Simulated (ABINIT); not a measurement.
The system is Bi.

```
Bi
1.0
     2.26750    1.30914    3.93800
    -2.26750    1.30914    3.93800
     0.00000   -2.61828    3.93800
Bi
2
Direct
  0.76600 0.76600 0.76600
  0.23400 0.23400 0.23400
```

Base run:

| Item | Value |
| --- | --- |
| Program | ABINIT 10.8.3 (patched build) |
| Functional | PBEsol |
| Potentials or basis | PseudoDojo NC SR PBEsol v0.4.1 standard |
| Cutoff | 898 eV |
| k mesh | 7 × 7 × 7 |
| Occupations | fermi-dirac, width 0.05 eV |
| Spin | no spin polarisation |

Its results: band gap on the k mesh 0.26 eV, indirect (least direct gap 0.52 eV); pressure -0.3 GPa; largest force 0.149 eV/Å.

Task: The run is repeated on the same cell with these changes: functional from PBEsol to r2SCAN; potentials or basis from PseudoDojo NC SR PBEsol v0.4.1 standard to JTH PAW PBE v2.0; cutoff from 898 eV to 707 eV. What comes out?

Result: Band gap on the k mesh 0.29 eV, indirect (least direct gap 0.62 eV); pressure 0.8 GPa; largest force 0.045 eV/Å.

Caveats: spin-orbit coupling is left out, which as a rule narrows the gap of such compounds by several tenths of an eV; an odd mesh through Γ misses points on the zone boundary, where band edges often lie (some runs); the PAW data sets were made with another functional, which shifts forces and pressure a little (some runs); the mesh misses the band edges, which the band path finds closer together (some runs).
